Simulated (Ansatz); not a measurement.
How BaO answers to pressure

```cif
data_structure
_symmetry_space_group_name_H-M 'P 1'
_symmetry_Int_Tables_number 1
_cell_length_a 3.8891
_cell_length_b 3.8891
_cell_length_c 3.8891
_cell_angle_alpha 60.000
_cell_angle_beta 60.000
_cell_angle_gamma 60.000
_cell_volume 41.59
loop_
_atom_site_label
_atom_site_type_symbol
_atom_site_fract_x
_atom_site_fract_y
_atom_site_fract_z
_atom_site_occupancy
Ba1 Ba 0.00000 0.00000 0.00000 1
O1 O 0.50000 0.50000 0.50000 1
```

The runs use the primitive cell with vectors (0.000, 2.750, 2.750), (2.750, 0.000, 2.750), (2.750, 2.750, 0.000) Å, to which the k mesh refers.

Conventional cell: a = 5.500 Å, b = 5.500 Å, c = 5.500 Å, α = 90.00°, β = 90.00°, γ = 90.00°. Around Ba (atom 1) lie 6 O at 2.75 Å. O (atom 2) is surrounded by 6 Ba at 2.75 Å.

The cell comes from COD entry 5910030, which wasn't checked; take it as a given geometry. It differs from other determinations.

Spin–orbit coupling is left out, though it moves levels of the heavy atoms by tenths of an eV or more.

The calculation used DFT, LDA, all-electron LAPW, scalar-relativistic (Ansatz 0.2.0).

Settings: a Γ-centred 8×8×8 k mesh, Fermi–Dirac smearing of 0.02 eV, basis error target 0.5 meV/atom, no spin polarisation.

The cell is scaled evenly with fractional coordinates held. Semilocal gaps are too small, but their slopes carry over better.

```
V/V(cell)  P (GPa)  gap on the k mesh (eV)
   0.9405     2.30                   1.575
   0.9600     0.41                   1.665
   0.9700    -0.48                   1.708
   0.9800    -1.31                   1.749
   0.9900    -2.11                   1.789
   1.0000    -2.85                   1.827
   1.0100    -3.56                   1.864
   1.0200    -4.22                   1.899
   1.0300    -4.85                   1.932
   1.0400    -5.44                   1.965
   1.0600    -6.52                   2.025
```

**Question.** From the rows at 0.9900 and 1.0100, what is the bulk modulus at the cell's volume?

**Answer.** B = −ΔP/Δln V = −[(-3.56) − (-2.11)]/0.02000 = 72.5 GPa. This is the modulus at -2.85 GPa, not at zero pressure.

**Question.** What are the gap's volume deformation potential and pressure coefficient?

**Answer.** dEg/dln V = (1.864 − 1.789)/0.02000 = 3.75 eV, and dEg/dP = −(dEg/dln V)/B = -52 meV/GPa: pressure narrows the gap.

**Question.** Predict the row at V/V(cell) = 0.9400. How far is a linear estimate of P off?

**Answer.** P = 2.35 GPa, gap 1.573 eV. The linear estimate P(cell) − B ln(V/V(cell)) = 1.64 GPa misses by 0.71 GPa, since the modulus grows under compression.
